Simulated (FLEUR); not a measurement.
Au: equation of state with PBE

Au:

```
Au
1.0
     0.00000    2.03500    2.03500
     2.03500    0.00000    2.03500
     2.03500    2.03500    0.00000
Au
1
Direct
  0.00000 0.00000 0.00000
```

```json
{
 "Program": "FLEUR MaX-R8.1 (later development tree)",
 "Task": "equation of state",
 "Functional": "PBE",
 "Potentials or basis": "all-electron",
 "Basis": "FLAPW",
 "Kmax": "4 1/bohr",
 "k mesh": "11 × 11 × 11",
 "Occupations": "fermi-dirac, width 0.05 eV",
 "Spin": "no spin polarisation"
}
```

* Equilibrium volume: 17.98 Å³/atom (rough: see the caveat)
* Bulk modulus: 143 GPa (rough)

Energy against volume, from the lowest point:
```tsv
volume (Å³/atom)	energy (meV/atom)
15.843	149.69
16.181	101.18
16.855	35.83
17.529	5.03
17.866	0.00
```

Caveat: small basis for a fit; the minimum lies outside the volumes run. The run has no spin-orbit coupling, so splittings on Au are missing.
